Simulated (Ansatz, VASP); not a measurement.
## One calculation of AlH2, two programs

```xyz
3
Lattice="3.1373 0.0000 0.0000 -1.5686 2.7170 0.0000 0.0000 0.0000 3.6866" Properties=species:S:1:pos:R:3 pbc="T T T"
Al    1.5686    0.9057    0.0000
H     0.0000    1.8113    0.6361
H     0.0000    1.8113    3.0505
```

Alike in both runs: task relaxation of cell and atoms; functional PBE; k mesh 6 × 6 × 6; occupations gaussian, width 0.1 eV; no spin polarisation.

|  | VASP | Ansatz |
| --- | --- | --- |
| version | VASP 6.6.1 | Ansatz 0.2.0 |
| potentials or method | VASP PAW PBE potentials, release 64 (Al, H) | scalar-relativistic, plane waves, PAW |
| plane-wave cutoff (eV) | 600 | 420 |
| valence electrons in the cell | 5 | 5 |

Ansatz gave:

| Quantity | Value |
| --- | --- |
| gap on the k mesh at the Fermi level, each at its own relaxed structure (eV) | none |
| relaxed volume (Å³/atom) | 10.53 |
| relaxed cell length with the largest relative difference (Å) | 4.876 |
| energy change over the relaxation (meV/atom) | -571 |

Task: Which values does VASP return?

Result: gap on the k mesh at the Fermi level, each at its own relaxed structure (eV): none; relaxed volume (Å³/atom): 12.04; relaxed cell length with the largest relative difference (Å): 5.901; energy change over the relaxation (meV/atom): -532.

A gap of «none» marks a metal or a gap that the smearing closes. One of these differences is far larger than is usual between the two programs; its cause wasn't traced.

Caveats: the k mesh is coarse (spacing up to 0.39 Å⁻¹), so the values aren't converged.
